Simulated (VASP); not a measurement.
SrO, 4 atoms in the cell. It takes space group P6_3mc (No. 186, hexagonal). The conventional cell has a = 4.275 Å, b = 4.275 Å, c = 5.568 Å, α = 90.00°, β = 90.00°, γ = 120.00°. Sr (site symmetry 3m) has 5 O at 2.47 to 2.79 Å as nearest neighbours. O (site symmetry 3m) is surrounded by 5 Sr at 2.47 to 2.79 Å. Measurements of this composition are mostly on another form, of space group No. 225. The cell isn't the ideal one: strain +0.000 along x and y, +0.080 along z, atoms carried along.

```yaml
Program: VASP 6.6.1
Task: single point
Functional: LDA
Potentials_or_basis: VASP PAW LDA potentials, release 64 (Sr_sv, O)
Cutoff: 520 eV
k_mesh: 9 × 9 × 6
Occupations: gaussian, width 0.05 eV
Spin: no spin polarisation
Dipole_correction: no
Further_INCAR_settings: ALGO = Normal; EDIFF = 1e-06; NBANDS = 24
```

Potentials or basis: VASP PAW LDA potentials, release 64 (Sr_sv, O).

Launch:

```sh
$ cat potpaw_LDA.64/Sr_sv/POTCAR potpaw_LDA.64/O/POTCAR > POTCAR
$ mpirun -np 1 vasp_std > vasp.out
```

Hardware: 1 thread of Intel(R) Xeon(R) Platinum 8488C (Sapphire Rapids), on a shared host.

Question: How long does it take, and how much memory?

Answer: Run time: 90 s on 1 thread of Intel(R) Xeon(R) Platinum 8488C (Sapphire Rapids), on a shared host, peak memory 0.22 GiB. Counts: scf iterations 14, k points 48.
